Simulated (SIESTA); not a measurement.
## TiO2 in SIESTA: the effect of functional

Crystal: TiO2.

```
CELL_PARAMETERS angstrom
4.59984 0.00000 0.00000
0.00000 4.59984 0.00000
0.00000 0.00000 2.95921
ATOMIC_POSITIONS crystal
Ti 0.00000 0.00000 0.50000
Ti 0.50000 0.50000 0.00000
O 0.30432 0.30432 0.50000
O 0.19568 0.80432 0.00000
O 0.80432 0.19568 0.00000
O 0.69568 0.69568 0.50000
```

The cell is a database's computed one.

Alike in all runs:

| Property | Result |
| --- | --- |
| Program | SIESTA 5.4.2 |
| Task | band structure |
| Basis | DZP (energy shift 0.003 Ry; two zetas on semicore shells) |
| Grid cutoff | 800 Ry |
| Energy shift | 0.003 Ry |
| k mesh | 6 × 6 × 9 |
| Occupations | fermi-dirac, width 0.05 eV |
| Spin | no spin polarisation |

**Question.** One run gave: gap on the mesh 1.72 eV; pressure 0.4 GPa; largest force 0.01 eV/Å. Which functional did it use?
A. AM05
B. PBEsol
C. LDA
D. vdW-DF-cx

**Answer.** B.

| functional | potentials or basis | gap on the mesh (eV) | pressure (GPa) | largest force (eV/Å) |
| --- | --- | --- | --- | --- |
| vdW-DF-cx | PseudoDojo 0.4 standard (PBE files) | 1.76 | 2.1 | 0.05 |
| PBEsol | PseudoDojo 0.4 standard (PBEsol files) | 1.72 | 0.4 | 0.01 |
| AM05 | PseudoDojo 0.4 standard (PBEsol files) | 1.72 | 1.0 | 0.03 |
| LDA | PseudoDojo 0.4 standard (LDA files) | 1.68 | -5.3 | 0.06 |

Caveats: the basis of atomic orbitals isn't converged, which shifts pressures, moduli and gaps; the potentials were made for another functional, which shifts forces and pressure (some runs).

A k mesh can miss the band edges.

Not every run made on this cell is shown here.
